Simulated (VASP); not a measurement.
# Re (Fm-3m) in VASP: further runs

One crystal, Re, is run at these levels: PBEsol, RPBE; tasks: relaxation of cell and atoms, single point.

All numbers are computed with VASP 6.6.1; they aren't measurements. Logs are shortened: lines on timing, memory, paths and dates and some standing lists are left out, and cuts for length are marked.

### 1 Starting point

Symmetry: Fm-3m, No. 225, cubic system. The conventional cell has a = 3.889 Å, b = 3.889 Å, c = 3.889 Å, α = 90.00°, β = 90.00°, γ = 90.00°. Re (site symmetry m-3m) has 12 Re at 2.75 Å as nearest neighbours.

This isn't the form of Re at room conditions, which is hcp.

### 2 Relaxation of cell and atoms, PBEsol

File INCAR:

```
ALGO     = Normal         # electronic algorithm
EDIFF    = 1E-7           # SCF threshold, eV
EDIFFG   = -0.005         # ionic threshold
ENCUT    = 300            # plane-wave cutoff, eV
GGA      = PS             # functional
IBRION   = 2              # ionic algorithm
ISIF     = 3              # what is computed and relaxed
ISMEAR   = 0              # smearing method
LASPH    = True           # aspherical terms in the spheres
LCHARG   = False          # write CHGCAR
LREAL    = False          # projectors in reciprocal space
LWAVE    = False          # write WAVECAR
NELM     = 100            # most SCF steps
NSW      = 90             # ionic steps
PREC     = Accurate       # precision mode
SIGMA    = 0.1            # smearing width, eV
```

File KPOINTS:

```
k-points
0
Gamma
  18 18 18
```

File POSCAR:

```
Re
1.0
    0.0000000000      1.9442962900      1.9442962900
    1.9442962900      0.0000000000      1.9442962900
    1.9442962900      1.9442962900      0.0000000000
Re
1
Direct
    0.0000000000      0.0000000000      0.0000000000
```

Potentials or basis: VASP PAW PBE potentials, release 64 (Re).

Command:

```sh
cat potpaw_PBE.64/Re/POTCAR > POTCAR
mpirun -np 1 vasp_std > vasp.out
```

OUTCAR:

```text
EDIFF = 1E-7
   EDIFFG = -0.005
   ENCUT = 300
   GGA = PS
   IBRION = 2
   ISIF = 3
   ISMEAR = 0
   LASPH = True
   LREAL = False
   NELM = 100
   NSW = 90
   PREC = Accurate

 ion  position               nearest neighbor table
   1  0.000  0.000  0.000-

  LATTYP: Found a face centered cubic cell.
 ALAT       =     3.8885925800

  Lattice vectors:

 A1 = (   0.0000000000,   1.9442962900,   1.9442962900)
 A2 = (   1.9442962900,   0.0000000000,   1.9442962900)
 A3 = (   1.9442962900,   1.9442962900,   0.0000000000)

Analysis of symmetry for initial positions (statically):
=====================================================================
 Subroutine PRICEL returns:
 Original cell was already a primitive cell.

 Routine SETGRP: Setting up the symmetry group for a
 face centered cubic supercell.

 Subroutine GETGRP returns: Found 48 space group operations
 (whereof 48 operations were pure point group operations)
 out of a pool of 48 trial point group operations.

The static configuration has the point symmetry O_h .

Analysis of symmetry for dynamics (positions and initial velocities):
=====================================================================
 Subroutine PRICEL returns:
 Original cell was already a primitive cell.

 Routine SETGRP: Setting up the symmetry group for a
 face centered cubic supercell.

 Subroutine GETGRP returns: Found 48 space group operations
 (whereof 48 operations were pure point group operations)
 out of a pool of 48 trial point group operations.

The dynamic configuration has the point symmetry O_h .

 Subroutine INISYM returns: Found 48 space group operations
 (whereof 48 operations are pure point group operations),
 and found     1 'primitive' translations

----------------------------------------------------------------------------------------

                                     Primitive cell

  volume of cell :      14.7000

  direct lattice vectors                    reciprocal lattice vectors
     0.000000000  1.944296290  1.944296290    -0.257162451  0.257162451  0.257162451
     1.944296290  0.000000000  1.944296290     0.257162451 -0.257162451  0.257162451
     1.944296290  1.944296290  0.000000000     0.257162451  0.257162451 -0.257162451

  length of vectors
     2.749650183  2.749650183  2.749650183     0.445418431  0.445418431  0.445418431

  position of ions in fractional coordinates (direct lattice)
     0.000000000  0.000000000  0.000000000

  ion indices of the primitive-cell ions
   primitive index   ion index
                 1           1

----------------------------------------------------------------------------------------

 KPOINTS: k-points

Automatic generation of k-mesh.
 Grid dimensions read from file:
 generate k-points for:   18   18   18

 Generating k-lattice:

  Cartesian coordinates                     Fractional coordinates (reciprocal lattice)
    -0.014286803  0.014286803  0.014286803     0.055555556  0.000000000  0.000000000
     0.014286803 -0.014286803  0.014286803     0.000000000  0.055555556  0.000000000
     0.014286803  0.014286803 -0.014286803     0.000000000  0.000000000  0.055555556

  Length of vectors
     0.024745468  0.024745468  0.024745468

  Shift w.r.t. Gamma in fractional coordinates (k-lattice)
     0.000000000  0.000000000  0.000000000

 Subroutine IBZKPT returns following result:
 ===========================================

 Found    195 irreducible k-points:

 Following reciprocal coordinates:
            Coordinates               Weight
  0.000000  0.000000  0.000000      1.000000
  0.055556  0.000000  0.000000      8.000000
  0.111111  0.000000  0.000000      8.000000
  0.166667  0.000000  0.000000      8.000000
  0.222222  0.000000  0.000000      8.000000
  0.277778  0.000000  0.000000      8.000000
[... 16 lines left out ...]
 -0.277778  0.055556  0.000000     24.000000
 -0.222222  0.055556  0.000000     24.000000
 [... further k-points ...]
   k-points           NKPTS =    195   k-points in BZ     NKDIM =    195   number of bands    NBANDS=      7
   number of dos      NEDOS =    301   number of ions     NIONS =      1
   total plane-waves  NPLWV =   4096
   dimension x,y,z NGX =    16 NGY =   16 NGZ =   16
   dimension x,y,z NGXF=    32 NGYF=   32 NGZF=   32
   ions per type =               1
   NGX,Y,Z   is equivalent  to a cutoff of   9.67,  9.67,  9.67 a.u.
   NGXF,Y,Z  is equivalent  to a cutoff of  19.35, 19.35, 19.35 a.u.
 SYSTEM =  unknown system
   PREC   = accura    normal or accurate (medium, high low for compatibility)
   ISTART =      0    job   : 0-new  1-cont  2-samecut
   ICHARG =      2    charge: 1-file 2-atom 10-const
   ISPIN  =      1    spin polarized calculation?
   LNONCOLLINEAR =      F non collinear calculations
   LSORBIT =      F    spin-orbit coupling
   LASPH  =      T    aspherical Exc in radial PAW
   ENCUT  =  300.0 eV  22.05 Ry    4.70 a.u.   3.88  3.88  3.88*2*pi/ulx,y,z
   NELM   =    100;   NELMIN=  2; NELMDL= -5     # of ELM steps
   EDIFF  = 0.1E-06   stopping-criterion for ELM
   LREAL  =      F    real-space projection
   EDIFFG = -.5E-02   stopping-criterion for IOM
   NSW    =     90    number of steps for IOM
   IBRION =      2    ionic relax: 0-MD 1-quasi-New 2-CG
   NFREE  =      1    steps in history (QN), initial steepest desc. (CG)
   ISIF   =      3    stress and relaxation
   ISYM   =      2    0-nonsym 1-usesym 2-fastsym
   POTIM  = 0.5000    time-step for ionic-motion
   TEBEG  =    0.0;   TEEND  =   0.0 temperature during run
   PSTRESS=    0.0 pullay stress
   NELECT =       7.0000    total number of electrons
   NUPDOWN=      -1.0000    fix difference up-down
   EMIN   =  10.00;   EMAX   =-10.00  energy-range for DOS
   EFERMI =   0.00;   METHOD = LEGACY
   ISMEAR =     0;   SIGMA  =   0.10  broadening in eV -4-tet -1-fermi 0-gaus
   EFERMI_NEDOS =   21; number of points for ismear=-14 and -15
   IALGO  =     38    algorithm
   IMIX   =      4    mixing-type and parameters
     AMIX     =   0.40;   BMIX     =  1.00
     AMIX_MAG =   1.60;   BMIX_MAG =  1.00
  volume/ion in A,a.u.               =      14.70        99.20
  Fermi-wavevector in a.u.,A,eV,Ry     =   1.278405  2.415835 22.236258  1.634319
  Thomas-Fermi vector in A             =   2.410949
   LORBIT       =      0    0 simple, 1 ext, 2 COOP (PROOUT), +10 PAW based schemes
   GGA     = PS    functional components
   LHFCALC =     F    Hartree Fock is set to
   AEXX    =    0.0000 exact exchange contribution
   IVDW    =     0    specifies the selected vdW correction
   LEPSILON=     F    determine dielectric tensor
   LRPA    =     F    only Hartree local field effects (RPA)
 conjugate gradient relaxation of ions
 non-spin polarized calculation
 Gauss-broadening in eV      SIGMA  =   0.10
  energy-cutoff  :      300.00
  volume of cell :       14.70
 maximum number of plane-waves:       190
   NGX =  7   NGY =  7   NGZ =  7

--------------------------------------- Ionic step        1  -------------------------------------------

 number of electron       6.9999998 magnetization

 Free energy of the ion-electron system (eV)
  ---------------------------------------------------
  ext. energy  EPLUGINS =         0.00000000
  ---------------------------------------------------
  free energy    TOTEN  =       -13.28751076 eV

  energy without entropy =      -13.28318275  energy(sigma->0) =      -13.28534675

------------------------ aborting loop because EDIFF is reached ----------------------------------------

  FORCE on cell =-STRESS in cart. coord.  units (eV):
  Direction    XX          YY          ZZ          XY          YZ          ZX
  --------------------------------------------------------------------------------------
  -------------------------------------------------------------------------------------
  Total       -0.3958895     -0.3958895     -0.3958895      0.0000000      0.0000000     -0.0000000
  in kB      -43.1486566    -43.1486566    -43.1486566      0.0000000      0.0000000     -0.0000000
  external PRESSURE =     -43.1486566 kB  Pullay stress =       0.0000000 kB
[... 90 lines left out ...]
  energy  without entropy=      -13.2854092327  energy(sigma->0) =      -13.28754395

--------------------------------------- Ionic step        4  -------------------------------------------

 number of electron       6.9999999 magnetization

 Free energy of the ion-electron system (eV)
  ---------------------------------------------------
  ext. energy  EPLUGINS =         0.00000000
  ---------------------------------------------------
  free energy    TOTEN  =       -13.28967994 eV

  energy without entropy =      -13.28541186  energy(sigma->0) =      -13.28754590

 E-fermi :   8.1200     XC(G=0): -13.8875

 val. band max:        8.1168564337   @ k =  -0.3889   0.4444   0.0556
 cond. band min:       8.1491320151   @ k =  -0.3333   0.2778   0.0000
 fundamental gap:      0.0322755814
 Fermi energy:         8.1200003106

 k-point     1 :       0.0000    0.0000    0.0000
  band No.  band energies     occupation
      1      -2.1136      2.00000
      2       6.1755      2.00000
      3       6.1755      2.00000
      4       6.1755      2.00000
      5       9.4170      0.00000
      6       9.4170      0.00000
      7      22.1035      0.00000
[... 221 lines left out ...]
 k-point    24 :      -0.2222    0.0556    0.0000
  band No.  band energies     occupation
      1       0.2248      2.00000
      2       5.2056      2.00000
      3       6.6418      2.00000
      4       6.7784      2.00000
      5       8.9732      0.00000
      6      10.0488      0.00000
      7      22.5189      0.00000

 [... further k-points ...]
[... 5 lines left out ...]
  --------------------------------------------------------------------------------------
  -------------------------------------------------------------------------------------
  Total       -0.0018172     -0.0018172     -0.0018172      0.0000000      0.0000000      0.0000000
  in kB       -0.2002104     -0.2002104     -0.2002104      0.0000000      0.0000000      0.0000000
  external PRESSURE =      -0.2002104 kB  Pullay stress =       0.0000000 kB
[... 16 lines left out ...]
  FREE ENERGIE OF THE ION-ELECTRON SYSTEM (eV)
  ---------------------------------------------------
  free  energy   TOTEN  =       -13.2896799426 eV

  energy  without entropy=      -13.2854118625  energy(sigma->0) =      -13.28754590

 reached required accuracy - stopping structural energy minimisation
```

Wall time 19 s (1 thread of Intel Xeon Platinum 8175M at 2.50GHz (Skylake/Cascade Lake), shared host); peak memory 0.12 GiB.

Results:

```yaml
Free_energy: -13.2897 eV
Relaxed_volume: 14.54 Å³/atom
Relaxed_cell: a = 2.740 Å, b = 2.740 Å, c = 2.740 Å, α = 60.00°, β = 60.00°, γ = 60.00°
Space_group_after_relaxing_to_0.05_Å: Fm-3m (No. 225)
Energy_gained_by_relaxing: 2.2 meV/atom
Ionic_steps: 4
Pressure_after_relaxing: 0.0 GPa
Band_gap_on_the_k_mesh: none (metal or under the smearing width)
```

Step by step:
```tsv
step	energy change (eV)	largest force (eV/Å)	pressure (GPa)	volume (Å³)
1	0.0000	0.0000	-4.31	14.70
2	0.0403	0.0000	21.27	13.87
3	-0.0022	0.0000	-0.09	14.54
4	-0.0022	0.0000	-0.02	14.54
```

Final structure:
```
Re
1.0
     0.00000    1.93729    1.93729
     1.93729    0.00000    1.93729
     1.93729    1.93729    0.00000
Re
1
Direct
  0.00000 0.00000 0.00000
```

Caveat: the PAW data sets were made with another functional, which shifts forces and pressure a little.

(Part 1 of 3 ends here.)
